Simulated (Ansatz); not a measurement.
GaN (honeycomb bilayer), computed twice by G0W0.

The cell holds 4 atoms: 2 Ga and 2 N. Its edges and angles: a = 3.211 Å, b = 3.211 Å, c = 29.400 Å, α = 90.0°, β = 90.0°, γ = 120.0°. Regions: layer 1 (GaN-hc), 2 atoms (1 Ga and 1 N); layer 2 (GaN-hc), 2 atoms (1 Ga and 1 N). Vacuum lies along c.

```xyz
4
Lattice="3.2114 0.0000 0.0000 -1.6057 2.7811 0.0000 0.0000 0.0000 29.4000" Properties=species:S:1:pos:R:3
Ga    0.0000    1.8541   13.1884
N     1.6057    0.9270   13.1521
Ga    0.0000    0.0000   16.2346
N     0.0000    1.8541   16.2479
```

The structure was relaxed with PBE-D3(BJ). The runs that relaxed it are not among those shown.

The first (Ansatz 0.2.0; start PBE, 6×6×1 mesh, 387 empty bands, screening to 75 eV, PAW set soft_1 files; 4 threads of Arm Neoverse N1, shared host) gave, on its mesh: starting gap 1.69 eV, G0W0 gap 3.24 eV, mean of 1 + 4πα/V (set by the cell height) 1.91, 4.4 min.

Question: The second changes empty bands from 387 to 156 and screening cutoff (eV) from 75.0 to 41. What does it give?

It gave: starting gap 1.69 eV, G0W0 gap 3.11 eV, mean of 1 + 4πα/V (set by the cell height) 1.92, 51 s. The G0W0 gap moves by −0.13 eV, −0.0001 eV from the start and −0.13 eV from the correction. Σc changes by +0.19 eV at the valence top and +0.06 eV at the conduction bottom, and Σx − Vxc between them by +0.0001 eV.

Limits: not at the basis limit; coarse mesh for a sheet; no spin-orbit coupling.

[Paths, hosts, dates, memory and timing lines, banners, echoed tables and standing remarks are left out of the program output.]

[Logs are printed without paths, hosts, clocks, repeated set-up lines and the standing remarks that a program may print on its own settings, such as how far it seeks lower states.]

[Runs of the session that timed out or met a known fault of the program may be left out.]

[Cells called generated may have been cut or substituted from an entry of the Crystallography Open Database or the Materials Project.]

[Hosts, paths, dates, database ids (printed as entryN), source tags and the programs' standing remarks are cut or masked in the printed files.]
